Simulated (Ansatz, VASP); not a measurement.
**Two plane-wave programs on BAs**

```
B As
1.0
     0.00000    2.38850    2.38850
     2.38850    0.00000    2.38850
     2.38850    2.38850    0.00000
B As
1 1
Direct
  0.00000 0.00000 0.00000
  0.75000 0.75000 0.75000
```

Alike in both runs: task electric field gradients; functional PBE; k mesh 15 × 15 × 15; occupations fermi-dirac, width 0.03 eV; no spin polarisation.

|  | VASP | Ansatz |
| --- | --- | --- |
| version | VASP 6.6.1 | Ansatz 0.2.0 |
| potentials or method | VASP PAW PBE potentials, release 64 (B, As) | PAW with Ansatz's default frozen-core files, scalar-relativistic |
| plane-wave cutoff (eV) | 520 | 420 |
| valence electrons in the cell | 8 | 18 |

```tsv
	VASP	Ansatz	Ansatz less VASP
gap on the k mesh at the Fermi level (eV)	1.18	1.18	+0.009
pressure (GPa)	3.4	2.8	-0.66
Vzz of the field gradient on the site that differs most (V/Å²)	0.0	0.0	0.00
```

With one functional, cell and mesh, what is left measures potentials, basis and numerics. The two sets of potentials don't hold the same shells in valence.

Caveats: an odd mesh through Γ misses points on the zone boundary, where band edges often lie.
